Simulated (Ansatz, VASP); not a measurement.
**HfO2: VASP beside Ansatz**

The input INCAR:

```
SYSTEM = HfO2
ALGO     = Normal         ! electronic algorithm
EDIFF    = 1E-6           ! SCF threshold, eV
ENCUT    = 520            ! plane-wave cutoff, eV
GGA      = PS             ! functional
ISIF     = 2              ! what is computed and relaxed
ISMEAR   = 0              ! smearing method
LASPH    = .True.         ! aspherical terms in the spheres
LCHARG   = .True.         ! write CHGCAR
LELF     = .True.         ! ELF
LREAL    = .False.        ! projectors in reciprocal space
LVHAR    = .True.       
LWAVE    = .False.        ! write WAVECAR
NBANDS   = 18             ! bands
NELM     = 60             ! most SCF steps
PREC     = Accurate       ! precision mode
SIGMA    = 0.05           ! smearing width, eV
```

Contents of KPOINTS:

```
k-points
0
Gamma
  8 8 8
  0 0 0
```

File POSCAR:

```
HfO2
1.0
   -0.1344997196      2.4788368018      2.4788368018
    2.4788368018     -0.1344997196      2.4788368018
    2.4788368018      2.4788368018     -0.1344997196
Hf O
1 2
Direct
    0.0000000000      0.0000000000      0.0000000000
    0.2500000000      0.2500000000      0.2500000000
    0.7500000000      0.7500000000      0.7500000000
```

Input for Ansatz:

```yaml
crystal:
  lattice:
    - [-0.1344997196, 2.4788368018, 2.4788368018]
    - [2.4788368018, -0.1344997196, 2.4788368018]
    - [2.4788368018, 2.4788368018, -0.1344997196]
  atoms:
    - { symbol: Hf, position: [0.0, 0.0, 0.0] }
    - { symbol: O, position: [0.25, 0.25, 0.25] }
    - { symbol: O, position: [0.75, 0.75, 0.75] }
basis:
  ecutwfc: 520.0
kpoints:
  mp_grid: { grid: [8, 8, 8] }
hamiltonian:
  xc: pbesol
  pseudopotentials: { kind: paw, azcp: { folder: soft_1 } }
scf:
  occupations: { method: gaussian, width: 0.05 }
output:
  forces: true
  stress: true
  eigenvalues: true
  write_density: true
  write_potential: true
  elf: true
  volumetric_format: npy
```

Alike in both runs: task single point; functional PBEsol; k mesh 8 × 8 × 8; occupations gaussian, width 0.05 eV; no spin polarisation.

|  | VASP | Ansatz |
| --- | --- | --- |
| version | VASP 6.6.1 | Ansatz 0.2.0 |
| potentials or method | VASP PAW PBE potentials, release 64 (Hf_pv, O) | scalar-relativistic, plane waves, PAW |
| plane-wave cutoff (eV) | 520 | 520 |
| valence electrons in the cell | 22 | 38 |

VASP gave:

| Quantity | Value |
| --- | --- |
| gap on the k mesh at the Fermi level (eV) | 3.71 |
| least direct gap on the mesh (eV) | 3.71 |
| pressure (GPa) | -8.0 |
| largest component of the traceless stress (GPa) | 5.88 |
| rms of the force components (eV/Å) | 0.374 |

Which values does Ansatz return?

gap on the k mesh at the Fermi level (eV): 3.70; least direct gap on the mesh (eV): 3.70; pressure (GPa): -4.5; largest component of the traceless stress (GPa): 6.10; rms of the force components (eV/Å): 0.398.

Atom by atom the forces differ by 0.025 eV/Å (rms over components). With one functional, cell and mesh, what is left measures potentials, basis and numerics. The two sets of potentials don't hold the same shells in valence. Ansatz warned: «pseudo_functional_mismatch».

Caveats: the PAW data sets were made with another functional, which shifts forces and pressure a little (VASP); spin-orbit coupling is left out, which moves the levels of the heavy elements. A k mesh can miss the band edges.
